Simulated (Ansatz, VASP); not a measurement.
Two plane-wave programs on Sn

```
Sn
1.0
     0.00000    3.32947    3.32947
     3.32947    0.00000    3.32947
     3.32947    3.32947    0.00000
Sn
2
Direct
  0.50000 0.50000 0.50000
  0.75000 0.75000 0.75000
```

Alike in both runs: functional PBE; k mesh 12 × 12 × 12; occupations fermi-dirac, width 0.15 eV; no spin polarisation.

Ansatz relaxed the structure, and its values are those at the end. VASP's run is a single point on that final structure, the one shown.

|  | VASP | Ansatz |
| --- | --- | --- |
| version | VASP 6.6.1 | Ansatz 0.2.0 |
| potentials or method | VASP PAW PBE potentials, release 64 (Sn_d) | scalar-relativistic, plane waves, PAW |
| plane-wave cutoff (eV) | 520 | 420 |
| valence electrons in the cell | 28 | 28 |

```csv
,VASP,Ansatz,Ansatz less VASP
gap on the k mesh at the Fermi level (eV),none,none,-
pressure (GPa),0.0,0.0,+0.05
```

A gap of «none» marks a metal or a gap that the smearing closes. The functional is the same, so the differences come from potentials, cutoffs and numerics.
